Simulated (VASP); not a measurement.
# BiTe (Fm-3m) in VASP: further runs, part 2 of 2

VASP 6.6.1. Earlier steps stand in the parts before.

### 5 Single point, RPBE

File INCAR:

```
SYSTEM = BiTe
ALGO = Normal
EDIFF = 1E-6
ENCUT = 520
GGA = RP
ISIF = 2
ISMEAR = 0
LASPH = .TRUE.
LCHARG = .FALSE.
LREAL = .FALSE.
LWAVE = .FALSE.
NELM = 60
PREC = Accurate
SIGMA = 0.1
```

File KPOINTS:

```
k-points
0
G
  7 7 7
  0 0 0
```

File POSCAR:

```
BiTe
4.575
    0.000000000000      0.707103825137      0.707103825137
    0.707103825137      0.000000000000      0.707103825137
    0.707103825137      0.707103825137      0.000000000000
Bi Te
1 1
Direct
    0.0000000000      0.0000000000      0.0000000000
    0.5000000000      0.5000000000      0.5000000000
```

Potentials or basis: VASP PAW PBE potentials, release 64 (Bi_d, Te).

Launch:

```
$ cat potpaw_PBE.64/Bi_d/POTCAR potpaw_PBE.64/Te/POTCAR > POTCAR
$ mpirun -np 1 vasp_std > vasp.out
```

OUTCAR:

```text
SYSTEM = BiTe
   EDIFF = 1E-6
   ENCUT = 520
   GGA = RP
   ISIF = 2
   ISMEAR = 0
   LASPH = .TRUE.
   LREAL = .FALSE.
   NELM = 60
   PREC = Accurate

 ion  position               nearest neighbor table
   1  0.000  0.000  0.000-   2 3.24   2 3.24   2 3.24   2 3.24   2 3.24   2 3.24
   2  0.500  0.500  0.500-   1 3.24   1 3.24   1 3.24   1 3.24   1 3.24   1 3.24

  LATTYP: Found a face centered cubic cell.
 ALAT       =     6.4700000000

  Lattice vectors:

 A1 = (   0.0000000000,   3.2350000000,   3.2350000000)
 A2 = (   3.2350000000,   0.0000000000,   3.2350000000)
 A3 = (   3.2350000000,   3.2350000000,   0.0000000000)

Analysis of symmetry for initial positions (statically):
=====================================================================
 Subroutine PRICEL returns:
 Original cell was already a primitive cell.

 Routine SETGRP: Setting up the symmetry group for a
 face centered cubic supercell.

 Subroutine GETGRP returns: Found 48 space group operations
 (whereof 48 operations were pure point group operations)
 out of a pool of 48 trial point group operations.

The static configuration has the point symmetry O_h .

Analysis of symmetry for dynamics (positions and initial velocities):
=====================================================================
 Subroutine PRICEL returns:
 Original cell was already a primitive cell.

 Routine SETGRP: Setting up the symmetry group for a
 face centered cubic supercell.

 Subroutine GETGRP returns: Found 48 space group operations
 (whereof 48 operations were pure point group operations)
 out of a pool of 48 trial point group operations.

The dynamic configuration has the point symmetry O_h .

 Subroutine INISYM returns: Found 48 space group operations
 (whereof 48 operations are pure point group operations),
 and found     1 'primitive' translations

[... 118 lines left out ...]
   LEPSILON=     F    determine dielectric tensor
   LRPA    =     F    only Hartree local field effects (RPA)
 non-spin polarized calculation
 Gauss-broadening in eV      SIGMA  =   0.10
  energy-cutoff  :      520.00
  volume of cell :       67.71
 maximum number of plane-waves:      1841
 NGX is ok and might be reduce to    36
   NGX = 17   NGY = 17   NGZ = 17

 number of electron      21.0000001 magnetization

 Free energy of the ion-electron system (eV)
  ---------------------------------------------------
  ext. energy  EPLUGINS =         0.00000000
  ---------------------------------------------------
  free energy    TOTEN  =        -6.40371068 eV

  energy without entropy =       -6.38829706  energy(sigma->0) =       -6.39600387

 E-fermi :   6.8170     XC(G=0):  -9.3250

 val. band max:        6.8125059574   @ k =  -0.4286   0.1429   0.0000
 cond. band min:       6.8479510259   @ k =   0.1429   0.1429   0.0000
 fundamental gap:      0.0354450685
 Fermi energy:         6.8170286352

 k-point     1 :       0.0000    0.0000    0.0000
  band No.  band energies     occupation
      1     -16.4568      2.00000
      2     -16.4568      2.00000
      3     -16.4568      2.00000
      4     -16.4561      2.00000
      5     -16.4561      2.00000
      6      -6.7453      2.00000
      7      -1.3353      2.00000
      8       4.2109      2.00000
      9       4.2109      2.00000
     10       4.2109      2.00000
     11       8.9328      0.00000
     12       8.9328      0.00000
     13       8.9328      0.00000
     14      11.4415      0.00000
[... 309 lines left out ...]
      1     -16.4652      2.00000
      2     -16.4560      2.00000
      3     -16.4544      2.00000
      4     -16.4519      2.00000
      5     -16.4471      2.00000
      6      -4.4834      2.00000
      7      -4.1094      2.00000
      8       1.6915      2.00000
      9       2.2737      2.00000
     10       4.7938      2.00000
     11       6.8895      0.30521
     12      10.0156      0.00000
     13      10.8688      0.00000
     14      11.4523      0.00000

------------------------ aborting loop because EDIFF is reached ----------------------------------------

  FORCE on cell =-STRESS in cart. coord.  units (eV):
  Direction    XX          YY          ZZ          XY          YZ          ZX
  --------------------------------------------------------------------------------------
  -------------------------------------------------------------------------------------
  Total        0.9191843      0.9191843      0.9191843      0.0000000      0.0000000      0.0000000
  in kB       21.7500532     21.7500532     21.7500532      0.0000000      0.0000000      0.0000000
  external PRESSURE =      21.7500532 kB  Pullay stress =       0.0000000 kB

 VOLUME and BASIS-vectors are now :
 -----------------------------------------------------------------------------
  energy-cutoff  :      520.00
  volume of cell :       67.71
      direct lattice vectors                 reciprocal lattice vectors
     0.000000000  3.235000000  3.235000000    -0.154559505  0.154559505  0.154559505
     3.235000000  0.000000000  3.235000000     0.154559505 -0.154559505  0.154559505
     3.235000000  3.235000000  0.000000000     0.154559505  0.154559505 -0.154559505

 POSITION                                       TOTAL-FORCE (eV/Angst)
 -----------------------------------------------------------------------------------
      0.00000      0.00000      0.00000         0.000000      0.000000      0.000000
      3.23500      3.23500      3.23500         0.000000      0.000000     -0.000000
 -----------------------------------------------------------------------------------
    total drift:                               -0.000000      0.000000      0.000000

  FREE ENERGIE OF THE ION-ELECTRON SYSTEM (eV)
  ---------------------------------------------------
  free  energy   TOTEN  =        -6.4037106812 eV

  energy  without entropy=       -6.3882970637  energy(sigma->0) =       -6.39600387
```

stdout:

```text
POSCAR found type information on POSCAR BiTe
 POSCAR found :  2 types and       2 ions
 scaLAPACK will be used
 -----------------------------------------------------------------------------
|                                                                             |
|                                                                             |
|     You enforced a specific xc type in the INCAR file but a different       |
|     I HOPE YOU KNOW WHAT YOU ARE DOING!                                     |
|                                                                             |
 -----------------------------------------------------------------------------

 LDA part: xc-table for (Slater+PW92), standard interpolation
 POSCAR, INCAR and KPOINTS ok, starting setup
 FFT: planning ... GRIDC
 FFT: planning ... GRID_SOFT
 FFT: planning ... GRID
 WAVECAR not read
 entering main loop
```

Wall time 9.3 s (1 thread of Intel Xeon 6975P-C (Granite Rapids), shared host); peak memory 0.21 GiB.

Results:

```yaml
Free_energy: -6.4037 eV
Pressure: 2.2 GPa
Band_gap_on_the_k_mesh: none (metal or under the smearing width)
```

Caveat: the PAW data sets were made with another functional, which shifts forces and pressure a little; spin-orbit coupling is left out, which moves the levels of the heavy elements.

### 6 Single point, RPBE

File run.py:

```python
from ase.calculators.vasp import Vasp
from ase.dft.bandgap import bandgap
from ase.io import read

atoms = read('BiTe.cif')
calc = Vasp(
    directory='calc',
    xc='rpbe',
    pp='PBE',
    setups='materialsproject',
    prec='Accurate',
    encut=520,
    ediff=1e-07,
    ismear=0,
    sigma=0.1,
    lreal=False,
    lasph=True,
    nelm=100,
    algo='Fast',
    isif=2,
    lwave=False,
    lcharg=False,
    kpts=[7, 7, 7],
    gamma=True,
    nbands=18,
)
atoms.calc = calc

print('energy (eV):', atoms.get_potential_energy())
print('free energy (eV):', atoms.get_potential_energy(force_consistent=True))
print('forces (eV/A):')
print(atoms.get_forces())
print('stress (eV/A^3, Voigt):', atoms.get_stress())
print('Fermi level (eV):', calc.get_fermi_level())
gap, top, bottom = bandgap(calc)
print('band gap (eV):', gap, 'from (spin, k, band)', top, 'to', bottom)
```

File BiTe.cif:

```cif
data_BiTe
_cell_length_a 4.57498087
_cell_length_b 4.57498087
_cell_length_c 4.57498087
_cell_angle_alpha 60.00000000
_cell_angle_beta 60.00000000
_cell_angle_gamma 60.00000000
_space_group_name_H-M_alt 'P1'
_space_group_name_Hall 'P 1'
_space_group_IT_number 1
loop_
_space_group_symop_operation_xyz
'x,y,z'
loop_
_atom_site_label
_atom_site_type_symbol
_atom_site_symmetry_multiplicity
_atom_site_Wyckoff_symbol
_atom_site_fract_x
_atom_site_fract_y
_atom_site_fract_z
_atom_site_occupancy
Bi1 Bi 1 a 0.0000000000 0.0000000000 0.0000000000 1
Te1 Te 1 a 0.5000000000 0.5000000000 0.5000000000 1
```

Potentials or basis: VASP PAW PBE potentials, release 64 (Bi_d, Te).

Launch:

```
$ python run.py
```

It took 19 s on 1 thread of Intel Xeon 6975P-C (Granite Rapids), shared host; peak memory 0.21 GiB.

It converged, with:

```yaml
Free_energy: -6.4037 eV
Pressure: 2.2 GPa
Band_gap_on_the_k_mesh: none (metal or under the smearing width)
```

Levels at points of the mesh, in eV from the Fermi level:
```csv
k point,band 7,band 8,band 9,band 10,band 11,band 12,band 13,band 14
"(0.00, 0.00, 0.00)",-8.15,-2.61,-2.61,-2.61,2.12,2.12,2.12,4.62
```

Caveat: the PAW data sets were made with another functional, which shifts forces and pressure a little; spin-orbit coupling is left out, which moves the levels of the heavy elements.

### 7 Overview

| task | level | cell | cutoff (eV) | smearing | target pressure | gap on the mesh (eV) | pressure (GPa) |
| --- | --- | --- | --- | --- | --- | --- | --- |
| relaxation of cell and atoms | PBE | relaxed to 10 GPa | 600 | fermi-dirac 0.05 eV | 10 GPa | none | 9.9 |
| relaxation of cell and atoms | PBE | relaxed to 20 GPa | 600 | fermi-dirac 0.05 eV | 20 GPa | none | 20.0 |
| relaxation of cell and atoms | PBE | relaxed to 30 GPa | 600 | fermi-dirac 0.05 eV | 30 GPa | none | 29.9 |
| single point | RPBE | as given | 520 | gaussian 0.1 eV | - | none | 2.2 |

Alike in all rows: potentials or basis VASP PAW PBE potentials, release 64 (Bi_d, Te); no spin polarisation; k mesh 7 × 7 × 7.

Caveats: spin-orbit coupling is left out, which moves the levels of the heavy elements; the cell is relaxed towards a set pressure, so the enthalpy falls and the energy may rise (some runs); the PAW data sets were made with another functional, which shifts forces and pressure a little (some runs).

Total energies depend on the potentials used, so only differences within one code and one set of settings carry meaning.
